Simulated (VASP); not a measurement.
Data:

```
CELL_PARAMETERS angstrom
      0.00000     3.10886     3.10886
      3.10886     0.00000     3.10886
      3.10886     3.10886     0.00000
ATOMIC_POSITIONS crystal
  Al 0.00000 0.00000 0.00000
  Sb 0.25000 0.25000 0.25000
```

Method: RPBE GGA, VASP's PBE PAW potentials (set 64) (plane waves; VASP). Run with 520 eV cut-off, 7×7×7 Γ-centred mesh, Gaussian smearing of 0.050 eV, potentials Al Sb.

Give the stress tensor in GPa (positive for a compressed cell).

```
1.53  0.00  0.00
0.00  1.53  0.00
0.00  0.00  1.53
```
The pressure is its mean diagonal, 1.53 GPa.

The compound is AlSb in the zinc blende structure. This cell is one point of a volume scan, at 0.97 of the reference volume.
